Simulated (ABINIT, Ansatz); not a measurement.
**Quasiparticle gap of CdTe (F-43m) in ABINIT**

How does a plane-wave GW calculation on CdTe (F-43m) run from the first input to the gap?

Main program and level: ABINIT 10.8.3; PBE and many-body steps on it, plane waves.

**Experimental background.**

- Gap 1.32 ± 0.02 eV: direct optical gap from Tauc analysis, 2.5 h deposition; UV-vis diffuse reflectance; film (electrodeposited 2.5 h on FTO, nearly stoichiometric) (“Electrodeposition of CdTe Thin Films for Solar Energy Water Splitting”, 2020, pmc:7177234).

- Gap 1.592 eV: near-band-edge L1 bound-exciton energy extrapolated to 0 K (Varshni), slightly below the true gap; temperature-dependent photoluminescence; 0 K; bulk crystal (vertical Bridgman single crystal) (“Photoluminescence characteristics of Cd1-xMnxTe single crystals grown by the vertical Bridgman method”, 2012, pmc:3275455).

- Gap 1.48 ± 0.02 eV: direct optical gap from Tauc analysis, 1.5 h deposition; UV-vis diffuse reflectance; film (electrodeposited 1.5 h on FTO, Te-rich) (“Electrodeposition of CdTe Thin Films for Solar Energy Water Splitting”, 2020, pmc:7177234).

Most raw output is cut from this account.

## Step 1: The structure

It takes space group F-43m (No. 216, cubic). The conventional cell has a = 6.480 Å, b = 6.480 Å, c = 6.480 Å, α = 90.00°, β = 90.00°, γ = 90.00°. Nearest to Cd lie 4 Te at 2.81 Å. Nearest to Te lie 4 Cd at 2.81 Å. Farther neighbours and most contacts between anions are not listed.

The cell and positions come from the Crystallography Open Database and are kept as given unless a step says otherwise. Spin-orbit coupling is left out unless a step names it.

## Step 2: Ground state

This step: ABINIT 10.8.3; DFT, PBE, plane waves, norm-conserving pseudopotentials.

The ground-state density comes first.

run.abi

```
acell 3*1.0 Angstrom
rprim 
  0.000000000000 3.240000000000 3.240000000000
  3.240000000000 0.000000000000 3.240000000000
  3.240000000000 3.240000000000 0.000000000000
ntypat 2
znucl 48 52
natom 2
typat 1 2
xred 
  0.000000000000 0.000000000000 0.000000000000
  0.250000000000 0.250000000000 0.250000000000
pp_dirpath "pseudos"
pseudos "Cd.upf, Te.upf"
ecut 47
ngkpt 6 6 6
nshiftk 1
shiftk 0 0 0
kptopt 1
chksymbreak 0
nband 27
occopt 1
tolvrs 1e-10
nstep 60
prtwf 0
optforces 0
optstress 0
indata_prefix "in"
outdata_prefix "out"
tmpdata_prefix "tmp"
```

Launch:

```sh
OMP_NUM_THREADS=1 mpirun -n 8 abinit run.abi > log
```

Elapsed: 39 s, on 8 MPI ranks of Arm Neoverse N1, shared host; peak memory 0.78 GiB.

Numbers from this step:

```
total energy               : -12400.0638 eV
gap                        : 0.7704 eV
k of the valence top       : 0, 0, 0
k of the conduction bottom : 0, 0, 0
least direct gap           : 0.7704 eV
```

The gap is direct, at Γ.

## Step 3: Bands along the symmetry lines

Levels along a band path, at the cheap level, show where the edges lie and whether the meshes to come will hold them.

run.abi

```
acell 3*1.0 Angstrom
rprim 
  0.000000000000 3.240000000000 3.240000000000
  3.240000000000 0.000000000000 3.240000000000
  3.240000000000 3.240000000000 0.000000000000
ntypat 2
znucl 48 52
natom 2
typat 1 2
xred 
  0.000000000000 0.000000000000 0.000000000000
  0.250000000000 0.250000000000 0.250000000000
pp_dirpath "pseudos"
pseudos "Cd.upf, Te.upf"
ecut 47
iscf -2
irdden 1
kptopt 0
nkpt 50
kpt 
  0.00000000 0.00000000 0.00000000
  -0.06250000 -0.06250000 0.00000000
  -0.12500000 -0.12500000 0.00000000
  -0.18750000 -0.18750000 0.00000000
  -0.25000000 -0.25000000 0.00000000
  -0.31250000 -0.31250000 0.00000000
  -0.37500000 -0.37500000 0.00000000
  -0.43750000 -0.43750000 0.00000000
  -0.50000000 -0.50000000 0.00000000
  -0.48437500 -0.48437500 0.03125000
  -0.46875000 -0.46875000 0.06250000
  -0.45312500 -0.45312500 0.09375000
  -0.43750000 -0.43750000 0.12500000
  -0.42187500 -0.42187500 0.15625000
  -0.40625000 -0.40625000 0.18750000
  -0.39062500 -0.39062500 0.21875000
  -0.37500000 -0.37500000 0.25000000
  -0.37500000 0.00000000 0.37500000
  -0.32812500 0.00000000 0.32812500
  -0.28125000 0.00000000 0.28125000
  -0.23437500 0.00000000 0.23437500
  -0.18750000 0.00000000 0.18750000
  -0.14062500 0.00000000 0.14062500
  -0.09375000 0.00000000 0.09375000
  -0.04687500 0.00000000 0.04687500
  0.00000000 0.00000000 0.00000000
  0.00000000 0.00000000 0.06250000
  0.00000000 0.00000000 0.12500000
  0.00000000 0.00000000 0.18750000
  0.00000000 0.00000000 0.25000000
  0.00000000 0.00000000 0.31250000
  0.00000000 0.00000000 0.37500000
  0.00000000 0.00000000 0.43750000
  0.00000000 0.00000000 0.50000000
  -0.06250000 -0.03125000 0.46875000
  -0.12500000 -0.06250000 0.43750000
  -0.18750000 -0.09375000 0.40625000
  -0.25000000 -0.12500000 0.37500000
  -0.31250000 -0.15625000 0.34375000
  -0.37500000 -0.18750000 0.31250000
  -0.43750000 -0.21875000 0.28125000
  -0.50000000 -0.25000000 0.25000000
  -0.50000000 -0.28125000 0.21875000
  -0.50000000 -0.31250000 0.18750000
  -0.50000000 -0.34375000 0.15625000
  -0.50000000 -0.37500000 0.12500000
  -0.50000000 -0.40625000 0.09375000
  -0.50000000 -0.43750000 0.06250000
  -0.50000000 -0.46875000 0.03125000
  -0.50000000 -0.50000000 0.00000000
istwfk *1
nband 29
nbdbuf 2
tolwfr 1e-08
nstep 40
prtwf 0
prtvol 0
indata_prefix "in"
outdata_prefix "out"
tmpdata_prefix "tmp"
```

Run time: 54 s. Hardware: 8 MPI ranks; peak memory 0.72 GiB.

This step gave:

- gap: 0.7704 eV
- k of the valence top: 0, 0, 0
- k of the conduction bottom: 0, 0, 0
- least direct gap: 0.7704 eV

The gap is 0.770 eV, as in the run before at this level.

The electronic bands at the labelled points (eV, zero at the top of the highest filled band):

| point | band 19 | band 20 | band 21 | band 22 | band 23 | band 24 | band 25 | band 26 |
| --- | --- | --- | --- | --- | --- | --- | --- | --- |
| Γ | -8.03 | 0.00 | 0.00 | 0.00 | 0.77 | 4.62 | 4.62 | 4.62 |
| halfway | -8.00 | -2.66 | -1.08 | -1.08 | 2.95 | 3.34 | 6.49 | 6.49 |
| X | -7.53 | -4.30 | -1.86 | -1.86 | 2.62 | 2.68 | 8.83 | 9.15 |
| halfway | -7.51 | -4.27 | -2.15 | -1.78 | 2.72 | 3.25 | 8.10 | 8.50 |
| U | -7.49 | -4.20 | -2.55 | -1.54 | 2.91 | 4.53 | 7.36 | 7.48 |
| jump to K | -7.49 | -4.20 | -2.55 | -1.54 | 2.91 | 4.53 | 7.36 | 7.48 |
| halfway | -7.96 | -3.01 | -1.49 | -0.45 | 2.83 | 4.90 | 5.33 | 5.46 |
| Γ | -8.03 | 0.00 | 0.00 | 0.00 | 0.77 | 4.62 | 4.62 | 4.62 |
| halfway | -8.03 | -2.72 | -0.43 | -0.43 | 1.99 | 5.17 | 5.17 | 5.37 |
| L | -7.67 | -4.42 | -0.77 | -0.77 | 1.82 | 5.21 | 5.21 | 7.07 |
| halfway | -7.58 | -4.23 | -2.06 | -1.26 | 3.24 | 4.61 | 5.99 | 7.21 |
| W | -7.45 | -4.18 | -2.32 | -2.19 | 4.26 | 4.69 | 5.57 | 6.32 |
| halfway | -7.49 | -4.24 | -2.10 | -2.04 | 3.32 | 3.32 | 7.47 | 7.56 |
| X | -7.53 | -4.30 | -1.86 | -1.86 | 2.62 | 2.68 | 8.83 | 9.15 |

## Step 4: Empty states on the mesh, 4×4×4 mesh, 167 bands

The sums over transitions need many empty states on a uniform mesh; this step solves for them.

run.abi

```
acell 3*1.0 Angstrom
rprim 
  0.000000000000 3.240000000000 3.240000000000
  3.240000000000 0.000000000000 3.240000000000
  3.240000000000 3.240000000000 0.000000000000
ntypat 2
znucl 48 52
natom 2
typat 1 2
xred 
  0.000000000000 0.000000000000 0.000000000000
  0.250000000000 0.250000000000 0.250000000000
pp_dirpath "pseudos"
pseudos "Cd.upf, Te.upf"
ecut 47
ngkpt 4 4 4
nshiftk 1
shiftk 0 0 0
kptopt 1
chksymbreak 0
iscf -2
irdden 1
istwfk *1
nband 167
nbdbuf 14
tolwfr 1e-09
nstep 60
prtvol 0
indata_prefix "in"
outdata_prefix "out"
tmpdata_prefix "tmp"
```

Run time: 1.8 min. Hardware: 8 MPI ranks; peak memory 0.83 GiB; 14 min of CPU time.

Numbers from this step:

```
gap                                                           : 0.7704 eV
k of the valence top                                          : 0, 0, 0
k of the conduction bottom                                    : 0, 0, 0
least direct gap                                              : 0.7704 eV
k points computed                                             : 8
lowest point of the top converged band, above the valence top : 79.6662 eV
```

On this mesh the gap is 0.770 eV.

## Step 5: Screening, 4×4×4 mesh, 153 bands, screening to 149.7 eV

The RPA dielectric matrix is built and inverted for each q.

This step: RPA screening on PBE, plane waves, norm-conserving pseudopotentials.

Edit run.abi of step 4 so:

```diff
@@ -20,10 +20,11 @@
 chksymbreak 0
-iscf -2
-irdden 1
 istwfk *1
-nband 167
-nbdbuf 14
-tolwfr 1e-09
-nstep 60
-prtvol 0
+occopt 1
+irdwfk 1
+optdriver 3
+nband 153
+ecuteps 5.5
+inclvkb 2
+awtr 1
+symchi 1
 indata_prefix "in"
```

The job ended after 3 min (8 MPI ranks; peak memory 3 GiB; 24 min of CPU time).

This step gave:

```yaml
eps_infinity_with_local_fields_on_this_mesh_along_the_program_s_q_direction: 25.83
the_same_without_local_fields: 27.05
plasma_frequency: 29.86 eV
plane_waves_in_the_screening_matrix: 283
```

Local fields lower ε∞ by 5 %.

## Step 6: Self-energy, 4×4×4 mesh, 153 bands, screening to 149.7 eV

The self-energy is evaluated for the states that the input lists, and the levels follow from it, in one-shot runs by the linearised quasiparticle equation.

This step: G0W0 on PBE, plane waves, norm-conserving pseudopotentials.

Edit run.abi of step 5 so:

```diff
@@ -23,8 +23,15 @@
 irdwfk 1
-optdriver 3
+optdriver 4
 nband 153
+gwcalctyp 0
+ecutsigx 47
+symsigma 1
+nkptgw 1
+kptgw 
+  0.0000000000 0.0000000000 0.0000000000
+bdgw 
+  20 26
 ecuteps 5.5
-inclvkb 2
-awtr 1
-symchi 1
+irdscr 1
+ppmodel 1
 indata_prefix "in"
```

Run time: 15 s. Hardware: 8 MPI ranks; peak memory 2 GiB; 1.9 min of CPU time.

This step gave:

```yaml
g0w0_gap_on_the_points_computed: 1.534 eV
starting_gap_on_the_mesh: 0.7704 eV
k_of_the_valence_top: 0, 0, 0
k_of_the_conduction_bottom: 0, 0, 0
z_at_the_valence_top: 0.799
z_at_the_conduction_bottom: 0.812
least_direct_g0w0_gap_on_the_computed_points: 1.534 eV
```

The gap on the mesh goes from 0.77 eV to 1.53 eV, a correction of +0.76 eV.

Limits: finite bands, cutoff and mesh; no spin-orbit coupling; coarse k mesh. v1 is the top filled band, c1 the lowest empty one. Levels before and after the correction, in eV, zero at the valence-band top of each column:

|  | conduction bottom | valence top |
| --- | --- | --- |
| Kohn-Sham | 0.77 | 0.00 |
| G0W0 | 1.53 | 0.00 |

|  | level | energy (eV) |
| --- | --- | --- |
| Kohn-Sham | Γ v3-v1 | 0.000 |
| Kohn-Sham | Γ c1 | 0.770 |
| Kohn-Sham | Γ c2-c4 | 4.622 |
| G0W0 | Γ v3-v1 | 0.000 |
| G0W0 | Γ c1 | 1.534 |
| G0W0 | Γ c2-c4 | 5.286 |

## Step 7: Where the time went

Times are wall times on 8 MPI ranks of Arm Neoverse N1, shared host, good to a factor of about two.

| step | time | share | memory (GiB) |
| --- | --- | --- | --- |
| ground state | 39 s | 10 % | 0.78 |
| bands along the symmetry lines | 54 s | 14 % | 0.72 |
| empty states on the mesh | 1.8 min | 27 % | 0.83 |
| screening | 3 min | 46 % | 3.0 |
| self-energy | 15 s | 4 % | 2.0 |

## Step 8: Results

```json
{"PBE gap": "0.77 eV, direct", "G0W0 gap on the mesh": "1.53 eV", "GW settings": "4×4×4 mesh, 153 bands, screening to 149.7 eV, Godby-Needs plasmon pole", "known limits": "not at the basis limit; mesh may overstate the screening; no spin-orbit coupling; coarse k mesh"}
```

In words: G0W0 moves the gap on the mesh from 0.77 eV to 1.53 eV (+0.76 eV), with Z of 0.80 and 0.81 at the edges. Local fields lower the RPA ε∞ on this mesh from 27.05 to 25.83. Only 1 of the mesh's irreducible points was corrected, so a valley elsewhere could overtake. The dearest step here is «screening». Against experiment, by G0W0@PBE: the direct gap of 1.53 eV lies +0.21 eV from the measured 1.32 ± 0.02 eV (direct, 2020); the direct gap of 1.53 eV lies −0.06 eV from the measured 1.592 eV (exciton, 0 K, 2012); the direct gap of 1.53 eV lies +0.05 eV from the measured 1.48 ± 0.02 eV (direct, 2020). An exciton line or allowed optical edge lies below the quasiparticle gap by the binding energy; a forbidden edge can push the onset above it. The calculation has static nuclei and no excitons; a measured gap holds zero-point and thermal motion, which mostly lowers it. With atoms this heavy the missing spin-orbit coupling can matter too. Bands and cutoff are finite, so the gap is not at the basis limit. The miss can reach some tenths of an eV and take either sign; the mesh is an error of its own. In the G0W0 run levels were corrected at 1 k point alone, so a gap called «on the mesh» is the least over those, and an edge elsewhere would be missed. The 4×4×4 mesh is coarse for this cell, which bears on the long-range parts of exchange and screening. The RPA ε∞ on this mesh reaches over 25; with a narrow direct gap a coarse mesh can overstate it, and the correction is then too small.

[Paths, hosts, dates, memory and timing lines, banners, echoed tables and standing remarks are left out of the program output.]

[Logs are printed without paths, hosts, clocks, repeated set-up lines and the standing remarks that a program may print on its own settings, such as how far it seeks lower states.]

[Runs of the session that timed out or met a known fault of the program may be left out.]

[Hosts, paths, dates, database ids (printed as entryN), source tags and the programs' standing remarks are cut or masked in the printed files.]

[G0W0 gaps are taken among the corrected bands and points alone; a level outside them can change the order at an edge.]

[Where Ansatz stands beside ABINIT at settings called matched, ABINIT's density can come from a denser mesh and the files from another edition; pairs whose starting gaps differed by over 0.03 eV were left out, so agreement reads better than it is.]
